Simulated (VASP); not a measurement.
# Hg (P6_3/mmc) in VASP: notebook

One crystal, Hg, is run at these levels: PBE+D3(BJ); tasks: single point.

Everything below comes from runs of VASP 6.6.1. Logs are shortened: lines on timing, memory, paths and dates and some standing lists are left out, and cuts for length are marked.

### Step 1. The crystal as given

The structure is hexagonal, space group P6_3/mmc (No. 194). Conventional cell: a = 3.185 Å, b = 3.185 Å, c = 5.762 Å, α = 90.00°, β = 90.00°, γ = 120.00°. Hg (site symmetry -6m2) is surrounded by 12 Hg at 3.18 to 3.42 Å.

### Step 2. Single point, PBE+D3(BJ)

Contents of INCAR:

```
PREC = Accurate
ENCUT = 520
EDIFF = 1E-6
ISMEAR = 0
SIGMA = 0.15
LREAL = False
LASPH = True
NELM = 100
ALGO = Fast
ISIF = 2
LWAVE = False
LCHARG = False
GGA = PE
IVDW = 12
NBANDS = 19
```

Contents of KPOINTS:

```
regular mesh
0
Gamma
  15 15 8
```

Contents of POSCAR:

```
Hg
1.0
    3.1846000000      0.0000000000      0.0000000000
   -1.5923000000      2.7579445009      0.0000000000
    0.0000000000      0.0000000000      5.7619000000
Hg
2
Direct
    0.6666666667      0.3333333333      0.7500000000
    0.3333333333      0.6666666667      0.2500000000
```

Potentials or basis: VASP PAW PBE potentials, release 64 (Hg).

Run with:

```bash
cat potpaw_PBE.64/Hg/POTCAR > POTCAR
mpirun -np 1 vasp_std > vasp.out
```

OUTCAR:

```text
PREC = Accurate
   ENCUT = 520
   EDIFF = 1E-6
   ISMEAR = 0
   LREAL = False
   LASPH = True
   NELM = 100
   ISIF = 2
   GGA = PE
   IVDW = 12
 IVDW          = 12

 ion  position               nearest neighbor table
   1  0.667  0.333  0.750-   2 3.42   2 3.42   2 3.42   2 3.42   2 3.42   2 3.42
   2  0.333  0.667  0.250-   1 3.42   1 3.42   1 3.42   1 3.42   1 3.42   1 3.42

  LATTYP: Found a hexagonal cell.
 ALAT       =     3.1846000000
 C/A-ratio  =     1.8093010111

  Lattice vectors:

 A1 = (   3.1846000000,   0.0000000000,   0.0000000000)
 A2 = (  -1.5923000000,   2.7579445009,   0.0000000000)
 A3 = (   0.0000000000,   0.0000000000,   5.7619000000)

Analysis of symmetry for initial positions (statically):
=====================================================================
 Subroutine PRICEL returns:
 Original cell was already a primitive cell.

 Routine SETGRP: Setting up the symmetry group for a
 hexagonal supercell.

 Subroutine GETGRP returns: Found 24 space group operations
 (whereof 12 operations were pure point group operations)
 out of a pool of 24 trial point group operations.

The static configuration has the point symmetry D_3d.
 The point group associated with its full space group is D_6h.

Analysis of symmetry for dynamics (positions and initial velocities):
=====================================================================
 Subroutine PRICEL returns:
 Original cell was already a primitive cell.

 Routine SETGRP: Setting up the symmetry group for a
 hexagonal supercell.

 Subroutine GETGRP returns: Found 24 space group operations
 (whereof 12 operations were pure point group operations)
 out of a pool of 24 trial point group operations.

The dynamic configuration has the point symmetry D_3d.
 The point group associated with its full space group is D_6h.

 Subroutine INISYM returns: Found 24 space group operations
 (whereof 12 operations are pure point group operations),
 and found     1 'primitive' translations

----------------------------------------------------------------------------------------

                                     Primitive cell

  volume of cell :      50.6065

  direct lattice vectors                    reciprocal lattice vectors
     3.184600000  0.000000000  0.000000000     0.314011179  0.181294439  0.000000000
    -1.592300000  2.757944501  0.000000000     0.000000000  0.362588877  0.000000000
     0.000000000  0.000000000  5.761900000     0.000000000  0.000000000  0.173553862

  length of vectors
     3.184600000  3.184600000  5.761900000     0.362588877  0.362588877  0.173553862

  position of ions in fractional coordinates (direct lattice)
     0.666666667  0.333333333  0.750000000
     0.333333333  0.666666667  0.250000000

  ion indices of the primitive-cell ions
   primitive index   ion index
                 1           1
                 2           2

----------------------------------------------------------------------------------------

 KPOINTS: regular mesh

Automatic generation of k-mesh.
 Grid dimensions read from file:
 generate k-points for:   15   15    8

 Generating k-lattice:

  Cartesian coordinates                     Fractional coordinates (reciprocal lattice)
     0.020934079  0.012086296  0.000000000     0.066666667  0.000000000  0.000000000
     0.000000000  0.024172592  0.000000000     0.000000000  0.066666667  0.000000000
     0.000000000  0.000000000  0.021694233     0.000000000  0.000000000  0.125000000

  Length of vectors
     0.024172592  0.024172592  0.021694233

  Shift w.r.t. Gamma in fractional coordinates (k-lattice)
     0.000000000  0.000000000  0.000000000

 Subroutine IBZKPT returns following result:
 ===========================================

 Found    135 irreducible k-points:

 Following reciprocal coordinates:
            Coordinates               Weight
  0.000000  0.000000  0.000000      1.000000
  0.066667  0.000000  0.000000      6.000000
  0.133333  0.000000  0.000000      6.000000
  0.200000  0.000000  0.000000      6.000000
  0.266667  0.000000  0.000000      6.000000
  0.333333 -0.000000  0.000000      6.000000
[... 16 lines left out ...]
  0.333333  0.200000  0.000000     12.000000
  0.400000  0.200000  0.000000      6.000000
 [... further k-points ...]
   k-points           NKPTS =    135   k-points in BZ     NKDIM =    135   number of bands    NBANDS=     19
   number of dos      NEDOS =    301   number of ions     NIONS =      2
   total plane-waves  NPLWV =  27648
   dimension x,y,z NGX =    24 NGY =   24 NGZ =   48
   dimension x,y,z NGXF=    48 NGYF=   48 NGZF=   96
   ions per type =               2
   NGX,Y,Z   is equivalent  to a cutoff of  12.53, 12.53, 13.85 a.u.
   NGXF,Y,Z  is equivalent  to a cutoff of  25.06, 25.06, 27.70 a.u.
 SYSTEM =  unknown system
   PREC   = accura    normal or accurate (medium, high low for compatibility)
   ISTART =      0    job   : 0-new  1-cont  2-samecut
   ICHARG =      2    charge: 1-file 2-atom 10-const
   ISPIN  =      1    spin polarized calculation?
   LNONCOLLINEAR =      F non collinear calculations
   LSORBIT =      F    spin-orbit coupling
   LASPH  =      T    aspherical Exc in radial PAW
   ENCUT  =  520.0 eV  38.22 Ry    6.18 a.u.   5.92  5.92 10.71*2*pi/ulx,y,z
   NELM   =    100;   NELMIN=  2; NELMDL= -5     # of ELM steps
   EDIFF  = 0.1E-05   stopping-criterion for ELM
   LREAL  =      F    real-space projection
   EDIFFG = 0.1E-04   stopping-criterion for IOM
   NSW    =      0    number of steps for IOM
   IBRION =     -1    ionic relax: 0-MD 1-quasi-New 2-CG
   NFREE  =      0    steps in history (QN), initial steepest desc. (CG)
   ISIF   =      2    stress and relaxation
   ISYM   =      2    0-nonsym 1-usesym 2-fastsym
   POTIM  = 0.5000    time-step for ionic-motion
   TEBEG  =    0.0;   TEEND  =   0.0 temperature during run
   PSTRESS=    0.0 pullay stress
   NELECT =      24.0000    total number of electrons
   NUPDOWN=      -1.0000    fix difference up-down
   EMIN   =  10.00;   EMAX   =-10.00  energy-range for DOS
   EFERMI =   0.00;   METHOD = LEGACY
   ISMEAR =     0;   SIGMA  =   0.15  broadening in eV -4-tet -1-fermi 0-gaus
   EFERMI_NEDOS =   21; number of points for ismear=-14 and -15
   IALGO  =     68    algorithm
   IMIX   =      4    mixing-type and parameters
     AMIX     =   0.40;   BMIX     =  1.00
     AMIX_MAG =   1.60;   BMIX_MAG =  1.00
  volume/ion in A,a.u.               =      25.30       170.75
  Fermi-wavevector in a.u.,A,eV,Ry     =   1.276664  2.412545 22.175733  1.629870
  Thomas-Fermi vector in A             =   2.409307
   LORBIT       =      0    0 simple, 1 ext, 2 COOP (PROOUT), +10 PAW based schemes
   GGA     = PE    functional components
   LHFCALC =     F    Hartree Fock is set to
   AEXX    =    0.0000 exact exchange contribution
   IVDW    =    12    specifies the selected vdW correction
   LEPSILON=     F    determine dielectric tensor
   LRPA    =     F    only Hartree local field effects (RPA)
 non-spin polarized calculation
 RMM-DIIS sequential band-by-band and
 Gauss-broadening in eV      SIGMA  =   0.15
  energy-cutoff  :      520.00
  volume of cell :       50.61
 maximum number of plane-waves:      1378
 NGX is ok and might be reduce to    24
   NGX = 11   NGY = 11   NGZ = 21

 number of electron      24.0000008 magnetization

 Free energy of the ion-electron system (eV)
  ---------------------------------------------------
  ext. energy  EPLUGINS =         0.00000000
  ---------------------------------------------------
  free energy    TOTEN  =        -0.25175508 eV

  energy without entropy =       -0.24209098  energy(sigma->0) =       -0.24692303

 E-fermi :   2.0051     XC(G=0): -10.4711

 val. band max:        1.9966478550   @ k =   0.3333   0.2667   0.2500
 cond. band min:       2.0416087306   @ k =   0.4667   0.0667   0.5000
 fundamental gap:      0.0449608756
 Fermi energy:         2.0051283840

 k-point     1 :       0.0000    0.0000    0.0000
  band No.  band energies     occupation
      1      -6.3199      2.00000
      2      -5.6109      2.00000
      3      -4.8115      2.00000
      4      -4.5724      2.00000
      5      -4.5724      2.00000
      6      -4.4978      2.00000
[... 11 lines left out ...]
     18      17.0719      0.00000
     19      17.7217      0.00000

 k-point     2 :       0.0667    0.0000    0.0000
  band No.  band energies     occupation
      1      -6.2124      2.00000
      2      -5.5451      2.00000
      3      -4.7998      2.00000
      4      -4.5819      2.00000
      5      -4.5275      2.00000
      6      -4.5147      2.00000
[... 11 lines left out ...]
     18      17.4164      0.00000
     19      17.8197      0.00000

 k-point     3 :       0.1333    0.0000    0.0000
  band No.  band energies     occupation
      1      -5.9057      2.00000
      2      -5.3755      2.00000
      3      -4.7833      2.00000
      4      -4.5933      2.00000
      5      -4.5233      2.00000
      6      -4.3984      2.00000
[... 11 lines left out ...]
     18      16.3433      0.00000
     19      17.0890      0.00000

 k-point     4 :       0.2000    0.0000    0.0000
  band No.  band energies     occupation
      1      -5.4895      2.00000
      2      -5.2184      2.00000
      3      -4.7378      2.00000
      4      -4.5885      2.00000
      5      -4.4045      2.00000
      6      -4.3771      2.00000
[... 407 lines left out ...]
     18      10.9518      0.00000
     19      12.8501      0.00000

 k-point    23 :       0.3333    0.2000    0.0000
  band No.  band energies     occupation
      1      -5.0370      2.00000
      2      -4.9890      2.00000
      3      -4.8779      2.00000
      4      -4.5322      2.00000
      5      -4.3876      2.00000
      6      -4.2931      2.00000
[... 11 lines left out ...]
     18      10.4339      0.00000
     19      12.5721      0.00000

 k-point    24 :       0.4000    0.2000    0.0000
  band No.  band energies     occupation
      1      -5.0568      2.00000
      2      -5.0143      2.00000
      3      -4.8892      2.00000
      4      -4.4911      2.00000
      5      -4.4587      2.00000
      6      -4.2517      2.00000
[... 11 lines left out ...]
     18      10.2790      0.00000
     19      12.4862      0.00000

 [... further k-points ...]

------------------------ aborting loop because EDIFF is reached ----------------------------------------

 Edisp (eV)   -0.82780

 E8    (eV) :    -0.3753

  FORCE on cell =-STRESS in cart. coord.  units (eV):
  Direction    XX          YY          ZZ          XY          YZ          ZX
  --------------------------------------------------------------------------------------
  -------------------------------------------------------------------------------------
  Total       0.28508     0.28508    -0.27786    -0.00000     0.00000     0.00000
  in kB       9.02536     9.02536    -8.79693    -0.00000     0.00000     0.00000
  external pressure =        3.08 kB  Pullay stress =        0.00 kB

 VOLUME and BASIS-vectors are now :
 -----------------------------------------------------------------------------
  energy-cutoff  :      520.00
  volume of cell :       50.61
      direct lattice vectors                 reciprocal lattice vectors
     3.184600000  0.000000000  0.000000000     0.314011179  0.181294439  0.000000000
    -1.592300000  2.757944501  0.000000000     0.000000000  0.362588877  0.000000000
     0.000000000  0.000000000  5.761900000     0.000000000  0.000000000  0.173553862

 POSITION                                       TOTAL-FORCE (eV/Angst)
 -----------------------------------------------------------------------------------
      1.59230      0.91931      4.32142        -0.000000     -0.000000      0.000000
     -0.00000      1.83863      1.44047         0.000000      0.000000      0.000000
 -----------------------------------------------------------------------------------
    total drift:                               -0.000000      0.000000     -0.000000

  FREE ENERGIE OF THE ION-ELECTRON SYSTEM (eV)
  ---------------------------------------------------
  free  energy   TOTEN  =        -1.0795518533 eV

  energy  without entropy=       -1.0698877508  energy(sigma->0) =       -1.07471980
```

It took 29 s on 1 thread of Intel Xeon 6975P-C (Granite Rapids), shared host; peak memory 0.25 GiB.

What came out:

```yaml
Free_energy: -1.0796 eV
Pressure: 0.3 GPa
Band_gap_on_the_k_mesh: none (metal or under the smearing width)
Dispersion_energy_per_atom: -0.414 eV
```

Caveat: pairwise dispersion overbinds metals, which lowers pressure and volume. The run has no spin-orbit coupling, so splittings on Hg are missing.

### Step 3. Single point, PBE+D3(BJ)

This run uses another cell than the first one, of 24.99 Å³/atom, 0.988 times its volume.

Contents of INCAR:

```
  PREC = Accurate
  ENCUT = 520
  EDIFF = 1E-6
  ISMEAR = 0
  SIGMA = 0.15
  LREAL = F
  LASPH = T
  NELM = 100
  ALGO = Fast
  ISIF = 2
  LWAVE = F
  LCHARG = F
  GGA = PE
  IVDW = 12
  NBANDS = 19
```

KPOINTS is that of step 2.

Contents of POSCAR:

```
Hg
1.0
    3.4081000000      0.0000000000      0.0000000000
   -1.7040500000      2.9515011786      0.0000000000
    0.0000000000      0.0000000000      4.9690000000
Hg
2
Direct
    0.6666666667      0.3333333333      0.7500000000
    0.3333333333      0.6666666667      0.2500000000
```

Potentials or basis: VASP PAW PBE potentials, release 64 (Hg).

Run with:

```bash
cat potpaw_PBE.64/Hg/POTCAR > POTCAR
mpirun -np 1 vasp_std > vasp.out
```

Run time: 39 s. Hardware: 1 thread of Intel Xeon 6975P-C (Granite Rapids), shared host; peak memory 0.25 GiB.

It converged, with:

- Free energy: -1.0985 eV
- Pressure: 0.7 GPa
- Band gap on the k mesh: none (metal or under the smearing width)
- Dispersion energy per atom: -0.419 eV

Stress tensor (GPa, compression positive):
```
0.62 0.00 0.00
0.00 0.62 0.00
0.00 0.00 0.96
```

Levels at points of the mesh, in eV from the Fermi level:
| k point | band 9 | band 10 | band 11 | band 12 | band 13 | band 14 | band 15 | band 16 |
| --- | --- | --- | --- | --- | --- | --- | --- | --- |
| (0.00, 0.00, 0.00) | -6.43 | -5.70 | -5.70 | -0.64 | -0.36 | 10.70 | 10.70 | 12.25 |
| (0.00, 0.00, 0.50) | -5.89 | -5.89 | -5.89 | -5.89 | 8.54 | 8.54 | 11.94 | 11.94 |

Caveat: pairwise dispersion overbinds metals, which lowers pressure and volume.

### Step 4. Single point, PBE+D3(BJ)

This run uses another cell than the first one, of 28.98 Å³/atom, 1.145 times its volume.

Contents of INCAR:

```
SYSTEM = Hg
ALGO = Fast ; EDIFF = 1E-6
ENCUT = 520 ; GGA = PE
ISIF = 2 ; ISMEAR = 0
IVDW = 12 ; LASPH = .TRUE.
LCHARG = .FALSE. ; LREAL = .FALSE.
LWAVE = .FALSE. ; NBANDS = 19
NELM = 100 ; PREC = Accurate
SIGMA = 0.15
```

Contents of KPOINTS:

```
k-points
0
G
  15 15 8
  0 0 0
```

POSCAR: that of step 3 with these lines changed.

```diff
@@ -4,3 +4,3 @@
    -1.7040500000      2.9515011786      0.0000000000
-    0.0000000000      0.0000000000      4.9690000000
+    0.0000000000      0.0000000000      5.7619000000
 Hg
```

Potentials or basis: VASP PAW PBE potentials, release 64 (Hg).

Run with:

```bash
cat potpaw_PBE.64/Hg/POTCAR > POTCAR
mpirun -np 1 vasp_std > vasp.out
```

OUTCAR:

```text
SYSTEM = Hg
   EDIFF = 1E-6
   ENCUT = 520
   GGA = PE
   ISIF = 2
   ISMEAR = 0
   IVDW = 12
   LASPH = .TRUE.
   LREAL = .FALSE.
   NELM = 100
   PREC = Accurate
 IVDW          = 12

 ion  position               nearest neighbor table
   1  0.667  0.333  0.750-   2 3.49   2 3.49   2 3.49   2 3.49   2 3.49   2 3.49
   2  0.333  0.667  0.250-   1 3.49   1 3.49   1 3.49   1 3.49   1 3.49   1 3.49

  LATTYP: Found a hexagonal cell.
 ALAT       =     3.4081000000
 C/A-ratio  =     1.6906487486

  Lattice vectors:
[... 722 lines left out ...]

 Edisp (eV)   -0.72387

 E8    (eV) :    -0.3294

  FORCE on cell =-STRESS in cart. coord.  units (eV):
  Direction    XX          YY          ZZ          XY          YZ          ZX
  --------------------------------------------------------------------------------------
  -------------------------------------------------------------------------------------
  Total      -0.32708    -0.32708    -0.65691     0.00000     0.00000     0.00000
  in kB      -9.04150    -9.04150   -18.15901     0.00000     0.00000     0.00000
  external pressure =      -12.08 kB  Pullay stress =        0.00 kB

 VOLUME and BASIS-vectors are now :
 -----------------------------------------------------------------------------
  energy-cutoff  :      520.00
  volume of cell :       57.96
      direct lattice vectors                 reciprocal lattice vectors
     3.408100000  0.000000000  0.000000000     0.293418620  0.169405319  0.000000000
    -1.704050000  2.951501179  0.000000000     0.000000000  0.338810639  0.000000000
     0.000000000  0.000000000  5.761900000     0.000000000  0.000000000  0.173553862

 POSITION                                       TOTAL-FORCE (eV/Angst)
 -----------------------------------------------------------------------------------
      1.70405      0.98383      4.32142         0.000000     -0.000000      0.000000
     -0.00000      1.96767      1.44047        -0.000000      0.000000      0.000000
 -----------------------------------------------------------------------------------
    total drift:                               -0.000000      0.000000     -0.000000

  FREE ENERGIE OF THE ION-ELECTRON SYSTEM (eV)
  ---------------------------------------------------
  free  energy   TOTEN  =        -1.0809906945 eV

  energy  without entropy=       -1.0785492275  energy(sigma->0) =       -1.07976996
```

OSZICAR:

```text
N       E                     dE             d eps       ncg     rms          rms(c)
DAV:   1     0.175399583042E+03    0.17540E+03   -0.12152E+04  5138   0.119E+03
DAV:   2     0.407779539621E+01   -0.17132E+03   -0.16258E+03  5385   0.305E+02
DAV:   3    -0.374714253962E+00   -0.44525E+01   -0.44329E+01  5839   0.535E+01
DAV:   4    -0.382627430390E+00   -0.79132E-02   -0.79124E-02  5520   0.227E+00
DAV:   5    -0.382641820509E+00   -0.14390E-04   -0.14390E-04  5635   0.905E-02    0.261E+00
RMM:   6    -0.357879572549E+00    0.24762E-01   -0.60436E-02  5162   0.200E+00    0.208E+00
RMM:   7    -0.356908795994E+00    0.97078E-03   -0.12151E-02  5323   0.721E-01    0.871E-01
RMM:   8    -0.357076788457E+00   -0.16799E-03   -0.15767E-03  5380   0.474E-01    0.478E-02
RMM:   9    -0.357112361033E+00   -0.35573E-04   -0.15133E-04  5607   0.100E-01    0.318E-02
RMM:  10    -0.357124768286E+00   -0.12407E-04   -0.39248E-05  5453   0.706E-02    0.748E-03
RMM:  11    -0.357124444308E+00    0.32398E-06   -0.19925E-06  3782   0.122E-02
   1 F= -.10809907E+01 E0= -.10797700E+01  d E =-.244147E-02
```

Run time: 47 s. Hardware: 1 thread of Intel Xeon 6975P-C (Granite Rapids), shared host; peak memory 0.27 GiB.

Results:

```
Free energy                : -1.0810 eV
Pressure                   : -1.2 GPa
Band gap on the k mesh     : none (metal or under the smearing width)
Dispersion energy per atom : -0.362 eV
```

Caveat: pairwise dispersion overbinds metals, which lowers pressure and volume.

(Continued in part 2 of 2.)
